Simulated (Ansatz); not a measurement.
CuO:

```
CELL_PARAMETERS angstrom
1.99097 -2.15355 0.00000
1.99097 2.15355 0.00000
0.00000 0.00000 5.15593
ATOMIC_POSITIONS crystal
Cu 0.50000 0.00000 0.00000
Cu 0.00000 0.50000 0.50000
O 0.50000 0.50000 0.25000
O 0.50000 0.50000 0.75000
```

Measurements of this composition are mostly on another form, of space group No. 15.

* Program: Ansatz 0.2.0
* Task: relaxation of cell and atoms
* Functional: LDA
* Potentials or basis: Ansatz PAW
* Cutoff: 420 eV (not typed: the program's choice for these potentials)
* k mesh: 9 × 9 × 5
* Occupations: fermi-dirac, width 0.05 eV
* Spin: no spin polarisation

At the start: volume 11.05 Å³/atom.

Question: Where does the relaxation end?

Answer: It ends after 11 steps and the volume is 10.27 Å³/atom (-7.1 %); space group P4_2/mmc (No. 131, to 0.05 Å).

Step by step:
```
step  energy change (eV)  largest force (eV/Å)  volume (Å³)
   1              0.0000                0.0000        44.21
   2             -0.1047                0.0000        42.58
   3             -0.1459                0.0000        40.92
   4             -0.1469                0.0000        41.02
   5             -0.1469                0.0000        41.17
   6             -0.1358                0.0000        41.17
   7             -0.1367                0.0000        41.08
   8             -0.1368                0.0000        41.07
   9             -0.1364                0.0000        41.07
  10             -0.1365                0.0000        41.07
  11             -0.1365                0.0000        41.07
```

Final structure:
```cif
data_structure
_symmetry_space_group_name_H-M 'P 1'
_symmetry_Int_Tables_number 1
_cell_length_a 2.8543
_cell_length_b 2.8543
_cell_length_c 5.0409
_cell_angle_alpha 90.000
_cell_angle_beta 90.000
_cell_angle_gamma 90.212
_cell_volume 41.07
loop_
_atom_site_label
_atom_site_type_symbol
_atom_site_fract_x
_atom_site_fract_y
_atom_site_fract_z
_atom_site_occupancy
Cu1 Cu 0.50000 0.00000 0.00000 1
Cu2 Cu 0.00000 0.50000 0.50000 1
O1 O 0.50000 0.50000 0.25000 1
O2 O 0.50000 0.50000 0.75000 1
```

Caveat: the plane-wave basis is chosen anew once the cell has moved, so the energies of steps on either side of that aren't comparable; the pressure holds a Pulay correction of +0.9 GPa for the finite cutoff; the run has no spin polarisation, though such a crystal can be magnetic; the PAW data sets come from PBE, with cores solved anew for the run's functional, which leaves a small shift of forces and pressure.
